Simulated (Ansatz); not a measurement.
## LDA, PBE, PBEsol and r²SCAN on Ag

```
Ag
1.0
     2.93000    0.00000    0.00000
    -1.46500    2.53745    0.00000
     0.00000    0.00000    4.79000
Ag
2
Direct
  0.33333 0.66667 0.25000
  0.66667 0.33333 0.75000
```

Atom numbers follow the list: Ag1, Ag2.

The conventional cell has a = 2.930 Å, b = 2.930 Å, c = 4.790 Å, α = 90.00°, β = 90.00°, γ = 120.00°. Ag (atom 1) has 12 Ag at 2.93 Å as nearest neighbours.

The cell is COD entry 1509145, as deposited and not checked against the literature; nothing was relaxed.

One fixed cell is solved with several functionals by PAW with the default files in Ansatz 0.2.0, scalar-relativistically. A positive pressure means that the functional wants a larger cell.

The PAW files were made with PBE; their cores are remade for each functional.

Settings: a Γ-centred 14×14×8 k mesh, Fermi–Dirac smearing of 0.05 eV, cutoff 420 eV, no spin polarisation.

Cutoffs: PBE 420 eV, LDA 420 eV, PBEsol 420 eV, r²SCAN 500 eV.

```tsv
setting	P (GPa)	lowest level at Γ above −25 eV, from the valence-band top or, without a gap, the Fermi level (eV)
PBE	0.48	-7.45
LDA	-10.59	-7.50
PBEsol	-6.24	-7.48
r²SCAN	-2.53	-7.62
```
